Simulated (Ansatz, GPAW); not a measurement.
Given: the input of a run of GPAW 26.7.0 (ASE script) on CdSe. The cell is a database's computed one, not the measured one.

The input run.py:

```python
from ase.dft.bandgap import bandgap
from ase.io import read, write
from ase.units import GPa
from gpaw import GPAW, PW

atoms = read('POSCAR')

calc = GPAW(mode=PW(600),
            xc='PBE',
            kpts={'size': (8, 8, 8), 'gamma': True},
            occupations={'name': 'methfessel-paxton', 'order': 0, 'width': 0.013000000000000001},
            nbands=18,
            convergence={'density': 1e-05, 'energy': 1e-05},
            maxiter=150,
            txt='gpaw.txt')
atoms.calc = calc
energy = atoms.get_potential_energy()
forces = atoms.get_forces()
stress = atoms.get_stress()
calc.write('gs.gpw')
write('result.traj', atoms)
print(f'Energy: {energy:.6f} eV')
print('Forces (eV/A):')
print(forces.round(4))
print('Stress (GPa):', (stress / GPa).round(3))
print('Fermi level:', round(calc.get_fermi_level(), 4), 'eV')
print(f'Gap: {bandgap(calc)[0]:.4f} eV, direct: {bandgap(calc, direct=True)[0]:.4f} eV')
```

File POSCAR:

```
CdSe
1.0
    0.0000000000      3.0702711986      3.0702711986
    3.0702711986      0.0000000000      3.0702711986
    3.0702711986      3.0702711986      0.0000000000
Cd Se
1 1
Direct
    0.0000000000      0.0000000000      0.0000000000
    0.2500000000      0.2500000000      0.2500000000
```

Potentials or basis: GPAW PAW data sets (gpaw-data 1.2.1), pw.

Run with:

```console
$ OMP_NUM_THREADS=1 python run.py
```

Q: Set up the same calculation for Ansatz 0.2.0. Potentials or basis there: all-electron LAPW, scalar-relativistic.

A: As run (cutoffs and basis follow the program's own potentials, and thresholds, step limits or extra output files can differ):

The input input.yaml:

```yaml
crystal:
  lattice:
    - [0.0, 3.0702711986, 3.0702711986]
    - [3.0702711986, 0.0, 3.0702711986]
    - [3.0702711986, 3.0702711986, 0.0]
  atoms:
    - { symbol: Cd, position: [0.0, 0.0, 0.0] }
    - { symbol: Se, position: [0.25, 0.25, 0.25] }
kpoints:
  mp_grid: { grid: [8, 8, 8] }
scf:
  occupations: { method: gaussian, width: 0.013 }
hamiltonian:
  xc: pbe
  pseudopotentials: { kind: all_electron, lapw: { basis_error: 0.001 } }
output:
  forces: true
  stress: true
  eigenvalues: true
```

Potentials or basis: all-electron LAPW, scalar-relativistic.

Command:

```bash
$ ansatz run input.yaml --threads 1 --pin off --max-ram 3072MiB --backend cpu --events-out ev --progress --plain --runs-dir out
```

Both were run:

|  | GPAW | Ansatz |
| --- | --- | --- |
| Pressure | 1.1 GPa | 1.3 GPa |

Where Ansatz's input types no cutoff or centring, it takes its own default and a Γ-centred mesh.

Pressure is positive in compression.
